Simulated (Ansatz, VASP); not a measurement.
Mg in VASP and in Ansatz

```
Mg
1.0
     0.00000    2.25912    2.25912
     2.25912    0.00000    2.25912
     2.25912    2.25912    0.00000
Mg
1
Direct
  0.00000 0.00000 0.00000
```

Change from the starting cell: volume scaled by 1.02.

Alike in both runs: task single point; functional PBE; k mesh 10 × 10 × 10; no spin polarisation.

|  | VASP | Ansatz |
| --- | --- | --- |
| version | VASP 6.6.1 | Ansatz 0.2.0 |
| potentials or method | VASP PAW PBE potentials, release 64 (Mg), cutoff 520 eV | all-electron LAPW, non-relativistic |
| occupations | methfessel-paxton of order 1, width 0.025 eV | cold, width 0.025 eV |

```tsv
	VASP	Ansatz	Ansatz less VASP
gap on the k mesh at the Fermi level (eV)	none	none	-
pressure (GPa)	-0.1	0.1	+0.16
```

A gap of «none» marks a metal or a gap that the smearing closes. Ansatz ran all-electron here, so the differences hold the error of VASP's frozen core and of both bases.
